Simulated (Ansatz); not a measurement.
WC (Qusongite): electrostatic potential with BPBE+D3(BJ)

WC (Qusongite):

```
W C
1.0
     2.90650    0.00000    0.00000
    -1.45325    2.51710    0.00000
     0.00000    0.00000    2.83660
W C
1 1
Cartesian
  0.0000 0.0000 0.0000
  1.4533 0.8390 1.4183
```

```yaml
Program: Ansatz 0.2.0
Task: electrostatic potential
Functional: BPBE
Dispersion: D3(BJ)
Potentials_or_basis: PseudoDojo stringent (PBE files)
Cutoff: 1116 eV
Density_cutoff: 4463 eV
k_mesh: 10 × 10 × 9
Occupations: methfessel-paxton, width 0.1 eV
Spin: spin-orbit coupling, no magnetisation
```

- Pressure: -10.9 GPa
- Band gap on the k mesh: none (metal or under the smearing width)

Stress tensor (GPa, compression positive):
```
-10.84   0.00   0.00
  0.00 -10.84   0.00
  0.00   0.00 -11.01
```

Levels at points of the mesh, in eV from the Fermi level:
```tsv
k point	band 16	band 17	band 18	band 19	band 20	band 21
(0.00, 0.00, 0.00)	-3.22	0.02	0.02	3.03	3.03	3.42
(0.00, -0.50, 0.00)	-3.58	-0.51	-0.51	2.33	2.33	4.36
```

Run time: 42 s on 1 thread of Arm Neoverse V1, on a shared host, peak memory 0.46 GiB.

Caveat: the potentials were made for another functional, which shifts forces and pressure; pairwise dispersion overbinds metals, which lowers pressure and volume; the dispersion damping was fitted for another functional or another form of the correction.
